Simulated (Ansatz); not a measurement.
## Calculated with Ansatz: O, settings compared

The input file (Ansatz 0.2.0, plane waves):

```yaml
crystal:
  lattice:
    - [0.001072, 2.487986, 2.378135]
    - [2.396816, -0.010427, 2.389634]
    - [2.399109, 2.501778, -0.01272]
  atoms:
    - { symbol: O, position: [0.25697, 0.225567, 0.32419] }
    - { symbol: O, position: [0.689382, 0.75507, 0.76996] }
kpoints:
  mp_grid: { grid: [6, 6, 6], shift: [0.5, 0.0, 0.5] }
magnetization:
  spin_polarized: false
scf:
  occupations: { method: fermi_dirac }
hamiltonian:
  pseudopotentials: { kind: paw }
  xc: pbe
basis:
  ecutwfc: 420
output:
  forces: true
  stress: true
  eigenvalues: true
```

The command:

```bash
ansatz run input.yaml --threads 1 --pin off --max-ram 2560MiB --backend cpu --events-out ev --progress --plain --runs-dir out
```

Origin of the cell: a cell with a point defect, so it need not be a known compound.

The smearing width isn't typed, so it takes its default of 0.1 eV.

Output of this run (shortened):

```
Pseudopotentials: kind: paw
Pseudopotential: O, paw, valence charge 6, recommended cutoff 420 eV (normal), O.paw.azcp
Functional definition: PBE
  exchange = pbe_x(kappa = kappa, mu = beta*pi^2/3)
  correlation = pbe_c(beta = beta)
Crystal: 2 atoms, lattice volume = 28.653 Å³
Basis set: ecut = 420 eV, 551 PW (Γ), exchange–correlation on 48×48×48 points (8 copies of the dense FFT grid, shifted against one another)
Bands: 10, of which v1, the nominal top of the filled ones, is band 6 counted from 1 (5 counted from 0)
Symmetry: 2 space group operations
Space group: P-1 (ITA 2), of the structure as read, at distance tolerance 3.1e-5 Å
k-points: 108 of 216
Initial density: superposition of atomic densities (neutral atoms: chi_scale 0, normalization atom), corrected by the library's trained network
Functional: x = pbe(κ = 0.804, μ = 0.219515), c = pbe(β = 0.066725)
SCF iter   1: F=—  HF=-1124.588686 eV  Δρ=6.83e-3  dr2=4.24e-3
SCF iter   2: F=—  HF=-1124.588466 eV  Δρ=3.84e-3  dr2=1.31e-3
SCF iter   3: F=—  HF=-1124.588082 eV  Δρ=5.50e-4  dr2=5.36e-5
SCF iter   4: F=—  HF=-1124.588104 eV  Δρ=1.67e-4  dr2=2.97e-6
SCF iter   5: F=-1124.588104 eV  HF=-1124.588104 eV  Δρ=2.41e-5  dr2=9.59e-8
SCF iter   6: F=-1124.588104 eV  HF=-1124.588104 eV  Δρ=4.61e-6  dr2=3.42e-9
SCF 1 converged in 6 iterations: F = -1124.588104 eV  dr2 = 3.42e-9
SCF converged after 6 iterations
Free energy (F): -1124.588104 eV
Harris-Foulkes:  -1124.588104 eV  (|F-HF|=1.15e-9)
Internal energy: -1124.478804 eV  (E = F + TS)
E sigma→0 (E₀):  -1124.533454 eV
Entropy (-TS):   -0.109300 eV (-54.650 meV/atom)
Fermi energy:    -1.428183 eV
--- Per-component energies (eV) ---
  E_band       = -95.956695
  E_kinetic    = 324.548008
  E_local      = -713.076215  (includes V_loc(G=0)·N_el)
  E_nonlocal   = 97.192776
  E_hartree    = 218.315443
  E_xc         = -139.139480
  E_vxc        = -176.794002  (∫ρ·V_xc dr)
  E_paw        = -310.309800  (= ΣΔE_a)
  E_vpaw       = -64.463661  (= ΣTr[D̂ρ^β])
  E_aug_tail   = 0.004168  (compensation charges beyond the density's cutoff)
  E_ewald      = -602.013703
  E_smearing   = -0.109300  (= −TS)
  Σ components = -1124.588104   (vs F -1124.588104, Δ=0.00e0)
--- Forces (eV/Å), atoms counted from 1 ---
  atom   1  O      0.192738     1.139722     0.311516
  atom   2  O     -0.192738    -1.139722    -0.311516
  max |Σ_I F_I| component: 0.00e0 eV/Å
--- Stress (GPa, compression-positive) ---
      -20.871565       0.570962       0.180055
        0.570965     -25.798387       1.228015
        0.180055       1.228008     -21.729955
  P = ⅓ Tr σ = -22.8000 GPa (-228.000 kbar)
```

The same input was run again with these changes:

1. `scf.eigensolver.kind` default → davidson; `basis.precision` default → f64
2. `hamiltonian.dispersion` default → d3bj; `kpoints.mp_grid.grid` [6, 6, 6] → [3, 3, 3]
3. `scf.n_extra_bands` default → 2
4. `magnetization` { spin_polarized: false } → { spin_polarized: true } (starts: small); typed moments: O1 0.2, O2 0.2

```tsv
run	end	SCF iterations	P (GPa)	max force component (eV/Å)	moment (μB)	ΔE(σ→0) (meV/atom)
base	converged	6	-22.80	1.140	–	0
1	converged	6	-22.80	1.140	–	0.00
2	converged	6	-23.16	1.490	–	–
3	converged	6	-22.80	1.140	–	0.00
4	converged	36	-1.35	0.223	3.96	-193.02
```

Energies are compared only where functional, datasets, charge and starting cell are the same.

Not properties of the system: run 2 (too coarse or loose: `kpoints.mp_grid.grid` = [3, 3, 3]).

Caveats of the base run: no spin, though holes on the anions or broken bonds may carry moments; the k mesh is coarse if the cell is a metal.

Run 4: one start, so the magnetic state may not be the lowest.

The base run took 3.1 s on 1 thread of Arm Neoverse N1, with other jobs on the host, peak memory 0.34 GiB, from the program's own first density.
